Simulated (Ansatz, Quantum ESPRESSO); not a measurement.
Given: the input of a run of Quantum ESPRESSO 7.5 on MnS. The cell is a database's computed one, not the measured one.

Contents of pw.in:

```
&CONTROL
  calculation = 'scf'
  prefix = 'pwscf'
  outdir = './tmp'
  pseudo_dir = './pseudo'
  tprnfor = .true.
  tstress = .true.
  disk_io = 'low'
/
&SYSTEM
  ibrav = 0
  nat = 2
  ntyp = 2
  ecutwfc = 45
  ecutrho = 360
  nbnd = 20
  occupations = 'smearing'
  smearing = 'fd'
  degauss = 0.00367493
  nspin = 2
  starting_magnetization(1) = 0.2667
  starting_magnetization(2) = 0
/
&ELECTRONS
  conv_thr = 4d-10
  electron_maxstep = 120
  mixing_beta = 0.3
/
ATOMIC_SPECIES
Mn    54.9380 mn_pbesol_v1.5.uspp.F.UPF
S     32.0600 s_pbesol_v1.4.uspp.F.UPF
CELL_PARAMETERS angstrom
   0.0000000000    2.4734634191    2.4734634191
   2.4734634191    0.0000000000    2.4734634191
   2.4734634191    2.4734634191    0.0000000000
ATOMIC_POSITIONS crystal
Mn     0.0000000000    0.0000000000    0.0000000000
S      0.7500000000    0.7500000000    0.7500000000
K_POINTS automatic
9 9 9 0 0 0
```

The input pp_density.in:

```
&INPUTPP
  prefix = 'pwscf'
  outdir = './tmp'
  filplot = 'density.dat'
  plot_num = 0
/
&PLOT
  nfile = 1
  filepp(1) = 'density.dat'
  iflag = 3
  output_format = 6
  fileout = 'density.cube'
/
```

File pp_potential.in:

```
&INPUTPP
  prefix = 'pwscf'
  outdir = './tmp'
  filplot = 'potential.dat'
  plot_num = 11
/
&PLOT
  nfile = 1
  filepp(1) = 'potential.dat'
  iflag = 3
  output_format = 6
  fileout = 'potential.cube'
/
```

Contents of pp_spin.in:

```
&INPUTPP
  prefix = 'pwscf'
  outdir = './tmp'
  filplot = 'spin.dat'
  plot_num = 6
/
&PLOT
  nfile = 1
  filepp(1) = 'spin.dat'
  iflag = 3
  output_format = 6
  fileout = 'spin.cube'
/
```

Potentials or basis: GBRV 1.5 PBEsol.

Run with:

```console
$ OMP_NUM_THREADS=1 mpirun -n 2 pw.x -nk 2 -in pw.in > pw.out
$ OMP_NUM_THREADS=1 mpirun -n 1 pp.x -in pp_density.in > pp_density.out
$ OMP_NUM_THREADS=1 mpirun -n 1 pp.x -in pp_potential.in > pp_potential.out
$ OMP_NUM_THREADS=1 mpirun -n 1 pp.x -in pp_spin.in > pp_spin.out
```

Translate it to Ansatz 0.2.0. Potentials or basis there: all-electron LAPW, scalar-relativistic.

As run (cutoffs and basis follow the program's own potentials, and thresholds, step limits or extra output files can differ):

Contents of input.yaml:

```yaml
crystal:
  lattice:
    - [0.0, 2.4734634191, 2.4734634191]
    - [2.4734634191, 0.0, 2.4734634191]
    - [2.4734634191, 2.4734634191, 0.0]
  atoms:
    - { symbol: Mn, position: [0.0, 0.0, 0.0], spin: 4.0 }
    - { symbol: S, position: [0.75, 0.75, 0.75] }
kpoints:
  mp_grid: { grid: [9, 9, 9] }
scf:
  occupations: { method: fermi_dirac, width: 0.05 }
hamiltonian:
  xc: pbesol
  pseudopotentials: { kind: all_electron, lapw: { basis_error: 0.001 } }
magnetization:
  spin_polarized: true
output:
  forces: true
  stress: true
  eigenvalues: true
  populations: true
```

Potentials or basis: all-electron LAPW, scalar-relativistic.

The run is started by

```bash
$ ansatz run input.yaml --threads 2 --pin off --max-ram 6144MiB --backend cpu --events-out ev --progress --plain --runs-dir out
```

Both were run:

|  | Quantum ESPRESSO | Ansatz |
| --- | --- | --- |
| Pressure | -3.2 GPa | -3.0 GPa |
| Net moment | 0.23 μB per cell | 0.24 μB per cell |
| Absolute moment | 0.25 μB per cell | 0.26 μB per cell |

Where Ansatz's input types no cutoff or centring, it takes its own default and a Γ-centred mesh.

The magnetic state is the one that the start led to; the real crystal's order can differ.

Pressure is positive in compression.
